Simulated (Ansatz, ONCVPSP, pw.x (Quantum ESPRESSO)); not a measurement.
pw.x on bcc Mo: one setting changed

Potential: optimised norm-conserving Vanderbilt (ONCV), ONCVPSP 4.0.1.1 (patched build), LDA (Perdew-Wang 92); core [Ar] 3d10, reference 4s2 4p6 4d5 5s1; waves: 4s+5s: rc 1.90 bohr, ncon 3, nbas 6, qcut 7 1/bohr, 2 projectors; 4p: rc 1.45 bohr, ncon 5, nbas 10, qcut 8.2 1/bohr, 2 projectors, debl 1.8 Ha; 4d: rc 2.15 bohr, ncon 4, nbas 9, qcut 8.2 1/bohr, 2 projectors, debl 2.35 Ha; local part: polynomial inside 1.35 bohr (lpopt 4, dvloc0 6 Ha); core correction: Teter function, fcfact 5, rcfact 1.75.

The reference run (k-mesh 15³, cutoffs 80/320 Ry, Fermi–Dirac 0.01 Ry, mixing_beta 0.4, conv_thr 1e-9, no spin) gives 1.30 GPa at 15.067 Å³/atom, where all-electron LAPW gives 0.24 GPa. This run, with its own iteration cap, changes ecutrho/ecutwfc to 6.

```
&control
  calculation='scf', prefix='x', pseudo_dir='./', outdir='./tmp', tstress=.true., disk_io='none'
/
&system
  ibrav=0, nat=1, ntyp=1, ecutwfc=80, ecutrho=480, nbnd=15,
  occupations='smearing', smearing='fd', degauss=0.01
/
&electrons
  conv_thr=1e-09, mixing_beta=0.4, electron_maxstep=60
/
ATOMIC_SPECIES
Mo 1.0 Mo.UPF
CELL_PARAMETERS angstrom
  -1.55592598 1.55592598 1.55592598
  1.55592598 -1.55592598 1.55592598
  1.55592598 1.55592598 -1.55592598
ATOMIC_POSITIONS crystal
Mo 0.0000 0.0000 0.0000
K_POINTS automatic
15 15 15 0 0 0
```

```bash
pw.x < Mo.scf.in > Mo.scf.out
```

Problem. How does the run end?

Solution. It converges in 8 iterations; the free energy moves by +0.0 meV/atom and the pressure by +0.00 GPa. The result is that of the reference run.

```
Message from routine setup:
     using ibrav=0 with symmetry is DISCOURAGED, use correct ibrav instead
     lattice parameter (alat)  =       5.0927  a.u.
     unit-cell volume          =     101.6772 (a.u.)^3
     number of electrons       =        14.00
     number of Kohn-Sham states=           15
     kinetic-energy cutoff     =      80.0000  Ry
     charge density cutoff     =     480.0000  Ry
     scf convergence threshold =      1.0E-09
     Exchange-correlation= SLA  PW   NOGX NOGC
     number of k points=   120  Fermi-Dirac smearing, width (Ry)=  0.0100
     iteration #  1     ecut=    80.00 Ry     beta= 0.40
     total energy              =    -154.94216584 Ry
     estimated scf accuracy    <       0.11727086 Ry
     iteration #  2     ecut=    80.00 Ry     beta= 0.40
     total energy              =    -154.94883752 Ry
     estimated scf accuracy    <       0.01096966 Ry
     iteration #  3     ecut=    80.00 Ry     beta= 0.40
     total energy              =    -154.95000315 Ry
     estimated scf accuracy    <       0.00083708 Ry
     iteration #  4     ecut=    80.00 Ry     beta= 0.40
     total energy              =    -154.95005644 Ry
     estimated scf accuracy    <       0.00002999 Ry
     iteration #  5     ecut=    80.00 Ry     beta= 0.40
     total energy              =    -154.95006097 Ry
     estimated scf accuracy    <       0.00000092 Ry
     iteration #  6     ecut=    80.00 Ry     beta= 0.40
     total energy              =    -154.95006115 Ry
     estimated scf accuracy    <          9.1E-09 Ry
     iteration #  7     ecut=    80.00 Ry     beta= 0.40
     total energy              =    -154.95006114 Ry
     estimated scf accuracy    <       0.00000001 Ry
     iteration #  8     ecut=    80.00 Ry     beta= 0.40
     the Fermi energy is    21.9301 ev
!    total energy              =    -154.95006114 Ry
     estimated scf accuracy    <          4.9E-11 Ry
     smearing contrib. (-TS)   =      -0.00305162 Ry
     The total energy is F=E-TS. E is the sum of the following terms:
     one-electron contribution =     -13.93341632 Ry
     hartree contribution      =      17.43993241 Ry
     xc contribution           =     -37.15704733 Ry
     ewald contribution        =    -121.29647829 Ry
     convergence has been achieved in   8 iterations
          total   stress  (Ry/bohr**3)                   (kbar)     P=       12.97
     Message from routine punch:
     Nothing written, as per user request (disk_io='none')
```

The run took about 16 s on one core of a shared host (Intel(R) Xeon(R) 6975P-C, 192 threads, 756 GiB, load 98).
